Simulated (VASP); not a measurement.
Wanted: the native input for a VASP 6.6.1 run.

```yaml
Task: single point
Functional: LDA
Potentials_or_basis: VASP PAW LDA potentials, release 64 (Mg, I)
Cutoff: 520 eV
k_mesh: 9 × 9 × 4
Occupations: gaussian, width 0.05 eV
Spin: no spin polarisation
Dipole_correction: no
Further_INCAR_settings: ALGO = Normal; EDIFF = 1e-06; NBANDS = 15
```

The structure of MgI2 lies in POSCAR:

```
MgI2
1.0
    4.2707668538      0.0000000000      0.0000000000
   -2.1353834269      3.6985925890      0.0000000000
    0.0000000000      0.0000000000      6.4909649688
Mg I
1 2
Direct
    0.0000000000      0.0000000000      0.0000000000
    0.3333333333      0.6666666667      0.7576300000
    0.6666666667      0.3333333333      0.2423700000
```

These files were run (other wordings do the same):

INCAR

```
  ALGO = Normal
  EDIFF = 1E-6
  ENCUT = 520
  ISIF = 2
  ISMEAR = 0
  LASPH = True
  LCHARG = False
  LREAL = False
  LWAVE = False
  NBANDS = 15
  NELM = 100
  PREC = Accurate
  SIGMA = 0.05
```

KPOINTS

```
k-points
0
Gamma
  9 9 4
```

Potentials or basis: VASP PAW LDA potentials, release 64 (Mg, I).

Launch:

```sh
$ cat potpaw_LDA.64/Mg/POTCAR potpaw_LDA.64/I/POTCAR > POTCAR
$ mpirun -np 1 vasp_std > vasp.out
```

Results of the run:

```yaml
Pressure: -1.5 GPa
Largest_force: 0.054 eV/Å
Band_gap_on_the_k_mesh: 2.89 eV, direct
```

Caveat: spin-orbit coupling is left out, which moves the levels of the heavy elements; an odd mesh through Γ misses points on the zone boundary, where band edges often lie.

Run time: 18 s on 1 thread of Intel(R) Xeon(R) 6975P-C (Granite Rapids), on a shared host, peak memory 0.21 GiB.
